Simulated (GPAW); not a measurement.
# Sn (Immm) in GPAW: settings compared, part 2 of 2

GPAW 26.7.0. Earlier steps stand in the parts before.

## Step 3: Band structure, LDA

Input file run.py:

```python
from ase import Atoms
from ase.dft.bandgap import bandgap
from ase.io import write
from ase.units import GPa
from gpaw import GPAW, PW

atoms = Atoms(['Sn'],
              cell=[[-1.726539, 1.775547, 2.338342],
                    [1.726539, -1.775547, 2.338342],
                    [1.726539, 1.775547, -2.338342]],
              scaled_positions=[[0.0, 0.0, 0.0]],
              pbc=True)

calc = GPAW(mode=PW(600),
            xc='LDA',
            kpts={'size': (9, 9, 9), 'gamma': True},
            occupations={'name': 'fermi-dirac', 'width': 0.05},
            nbands=14,
            convergence={'density': 1e-05, 'energy': 1e-05},
            maxiter=150,
            txt='gpaw.txt')
atoms.calc = calc
energy = atoms.get_potential_energy()
forces = atoms.get_forces()
stress = atoms.get_stress()
calc.write('gs.gpw')
write('result.traj', atoms)
print(f'Energy: {energy:.6f} eV')
print('Forces (eV/A):')
print(forces.round(4))
print('Stress (GPa):', (stress / GPa).round(3))
print('Fermi level:', round(calc.get_fermi_level(), 4), 'eV')
print(f'Gap: {bandgap(calc)[0]:.4f} eV, direct: {bandgap(calc, direct=True)[0]:.4f} eV')

path = atoms.cell.bandpath('GXLTWRX1ZGYSW,L1Y,Y1Z', npoints=60, eps=1e-4)
bs_calc = calc.fixed_density(kpts=path, symmetry='off', nbands=22,
                             convergence={'bands': 'CBM+6.0', 'eigenstates': 1e-6}, txt='bands.txt')
bs = bs_calc.band_structure()
bs.write('bs.json')
print(f'Gap on the path: {bandgap(bs_calc)[0]:.4f} eV')
```

Potentials or basis: the program's PAW data sets (release 1.2.1) made for this functional, pw.

Command:

```sh
$ OMP_NUM_THREADS=1 python run.py
```

It took 28 s on 1 thread of Arm Neoverse V1, shared host; peak memory 0.21 GiB.

It converged, with:

* Free energy: -4.6341 eV
* Pressure: -4.7 GPa
* Band gap along the path: none (metal or under the smearing width)

Stress tensor (GPa, compression positive):
```
-4.89  0.00  0.00
 0.00 -5.74  0.00
 0.00  0.00 -3.58
```

Levels at the corners of the path, in eV from the Fermi level:
```tsv
point	band 3	band 4	band 5	band 6	band 7	band 8	band 9	band 10	band 11
Γ	-21.35	-21.32	-21.28	-10.76	6.91	7.07	7.45	10.84	11.22
X	-21.27	-21.25	-21.23	-4.66	-2.28	-1.14	1.91	5.38	10.33
L	-21.31	-21.28	-21.21	-4.62	-1.69	-1.42	0.07	9.26	10.74
T	-21.25	-21.23	-21.21	-5.28	-3.53	2.05	2.42	5.62	6.06
W	-21.33	-21.27	-21.24	-4.92	-1.70	-1.49	-0.27	11.48	12.94
R	-21.34	-21.23	-21.23	-6.64	-4.27	4.74	5.62	9.26	9.76
X1	-21.27	-21.25	-21.23	-4.66	-2.28	-1.14	1.91	5.38	10.33
Z	-21.25	-21.21	-21.21	-4.54	-3.03	1.20	1.83	4.74	5.60
Γ	-21.35	-21.32	-21.28	-10.76	6.91	7.07	7.45	10.84	11.22
Y	-21.26	-21.24	-21.23	-4.79	-2.42	-1.13	2.41	5.85	8.95
S	-21.35	-21.25	-21.23	-6.88	-4.34	5.17	5.91	9.75	10.29
W	-21.33	-21.27	-21.24	-4.92	-1.70	-1.49	-0.27	11.48	12.94
L1	-21.31	-21.28	-21.21	-4.62	-1.69	-1.42	0.07	9.26	10.74
Y	-21.26	-21.24	-21.23	-4.79	-2.42	-1.13	2.41	5.85	8.95
Y1	-21.26	-21.24	-21.23	-4.79	-2.42	-1.13	2.41	5.85	8.95
Z	-21.25	-21.21	-21.21	-4.54	-3.03	1.20	1.83	4.74	5.60
```

Caveat: spin-orbit coupling is left out, which moves the levels of the heavy elements.

## Step 4: Equation of state, LDA

Input file run.py:

```python
from ase import Atoms
from ase.eos import EquationOfState
from ase.io import Trajectory
from ase.units import GPa
from gpaw import GPAW, PW

atoms = Atoms(['Sn'],
              cell=[[-1.726539, 1.775547, 2.338342],
                    [1.726539, -1.775547, 2.338342],
                    [1.726539, 1.775547, -2.338342]],
              scaled_positions=[[0.0, 0.0, 0.0]],
              pbc=True)

traj = Trajectory('eos.traj', 'w')
volumes, energies = [], []
for x in [0.94, 0.96, 0.98, 1.0, 1.02, 1.04, 1.06]:
    a = atoms.copy()
    a.set_cell(atoms.cell * x**(1 / 3), scale_atoms=True)
    calc = GPAW(mode=PW(600),
                xc='LDA',
                kpts={'size': (9, 9, 9), 'gamma': True},
                occupations={'name': 'fermi-dirac', 'width': 0.05},
                nbands=14,
                convergence={'density': 1e-05, 'energy': 1e-05},
                maxiter=150,
                txt=f'eos-{x:.2f}.txt')
    a.calc = calc
    energies.append(a.get_potential_energy(force_consistent=True))
    volumes.append(a.get_volume())
    p = -a.get_stress()[:3].mean() / GPa
    calc.write(f'eos-{x:.2f}.gpw')
    traj.write(a)
    print(f'{x:.2f} {volumes[-1]:10.4f} A^3 {energies[-1]:14.6f} eV {p:9.3f} GPa', flush=True)

v0, e0, B = EquationOfState(volumes, energies, eos='birchmurnaghan').fit()
print(f'V0 = {v0:.4f} A^3, E0 = {e0:.6f} eV, B0 = {B / GPa:.2f} GPa')
```

Potentials or basis: the program's PAW data sets (release 1.2.1) made for this functional, pw.

Command:

```sh
$ OMP_NUM_THREADS=1 python run.py
```

The program printed:

```text
__  _  _
 | _ |_)|_||  |
 |__||  | ||/\| - 26.7.0

Input parameters:
  mode=PW(ecut=600.0),
  convergence={'density': 1e-05, 'energy': 1e-05},
  kpts=MonkhorstPack(size=(9, 9, 9), gamma=True),
  maxiter=150,
  nbands=14,
  occupations=Occupations(name='fermi-dirac', width=0.05),
  xc=XC(name='LDA')

Diagonalizing LCAO Hamiltonian
Converting LCAO to pw mode

       Sn

Atoms  # Å, Bohr magnetons
|   | symbol |        x |        y |        z |    initial magnetic moments |
|---|--------|----------|----------|----------|-----------------------------|
| 0 |     Sn | 0.000000 | 0.000000 | 0.000000 | ( 0.0000,  0.0000,  0.0000) |

Unit cell  # Å
| periodic |         x |         y |         z |  lengths |     angles |
|----------|-----------|-----------|-----------|----------|------------|
|      yes | -1.691294 |  1.739301 |  2.290607 | 3.336544 | 119.084898 |
|      yes |  1.691294 | -1.739301 |  2.290607 | 3.336544 | 117.162588 |
|      yes |  1.691294 |  1.739301 | -2.290607 | 3.336544 |  93.289317 |

Number of symmetries: 8
Symmetry operations  # r_c * U_cc + t_c -> r_c
|   | kind |            matrix            |
[... 128 lines left out ...]

Converged in 8 steps
Energy contributions relative to reference atoms: (reference = -167865.586811)

Energy contributions:
  Kinetic:           3.092659
  Coulomb:          -3.113435
  Zero:              0.004186
  External:          0.000000
  Xc:               -4.651128
  Entropy:          -0.003969
  Spinorbit:         0.000000
  ----------------------------
  Free energy:      -4.671686
  Extrapolated:     -4.669702

dipole moment: (-5.775434, -5.939371, -7.821973)  # |e|*Ang

Fermi level: 7.062
Eigenvalues  # (at kpt = [0.000, 0.000, 0.000])
| band index |      eig [eV] | occ [0-2] |
|------------|---------------|-----------|
|          0 |       -14.391 |     2.000 |
|          1 |       -14.372 |     2.000 |
|          2 |       -14.353 |     2.000 |
|          3 |       -14.315 |     2.000 |
|          4 |       -14.267 |     2.000 |
|          5 |        -4.175 |     2.000 |
|          6 |        14.422 |     0.000 |
|          7 |        14.583 |     0.000 |
|          8 |        15.015 |     0.000 |
|          9 |        17.951 |     0.000 |
|         10 |        18.603 |     0.000 |
|         11 |        19.115 |     0.000 |
|         12 |        19.294 |     0.000 |
|         13 |        21.095 |     0.000 |

No gap
No difference between direct/indirect transitions

Stress tensor  # eV/Ang^3
|        x |        y |        z |
|----------|----------|----------|
| 0.014615 | 0.000000 | 0.000000 |
| 0.000000 | 0.020768 | 0.000000 |
| 0.000000 | 0.000000 | 0.004969 |

# Writing to eos-0.94.gpw (mode='')
```

eos-0.98.txt:

```text
SCF iterations
|iter     | |      energy | eigst |  dens |
|---------|-|-------------|-------|-------|
|iter:   1| |   -4.662331 | -0.17 |       |
|iter:   2| |   -4.661141 | -2.76 | -1.80 |
|iter:   3| |   -4.648135 | -3.02 | -1.83 |
|iter:   4| |   -4.647928 | -4.07 | -2.42 |
|iter:   5| |   -4.647952 | -5.10 | -3.05 |
|iter:   6| |   -4.647955c| -6.52 | -4.02 |
[... 35 lines left out ...]
|         11 |        18.396 |     0.000 |
|         12 |        18.563 |     0.000 |
|         13 |        20.114 |     0.000 |

No gap
No difference between direct/indirect transitions

Stress tensor  # eV/Ang^3
|        x |        y |        z |
|----------|----------|----------|
| 0.025882 | 0.000000 | 0.000000 |
| 0.000000 | 0.031455 | 0.000000 |
| 0.000000 | 0.000000 | 0.017128 |

# Writing to eos-0.98.gpw (mode='')
```

It took 2.3 min on 1 thread of Arm Neoverse V1, shared host; peak memory 0.3 GiB.

What came out:

```
Equilibrium volume                        : 25.90 Å³/atom (rough: see the caveat)
Bulk modulus at fixed shape and positions : 58 GPa (rough)
```

Energy against volume, from the lowest point:
```
volume (Å³/atom)  energy (meV/atom)
          26.953               0.00
          27.526               9.40
          28.100              22.06
          28.673              37.62
          29.247              55.75
          29.820              76.16
          30.394              98.56
```

Caveat: the minimum lies outside the volumes run; the cell was scaled at fixed shape and fractional positions, which overstates the stiffness of a crystal with free parameters, most of all of layers and chains.
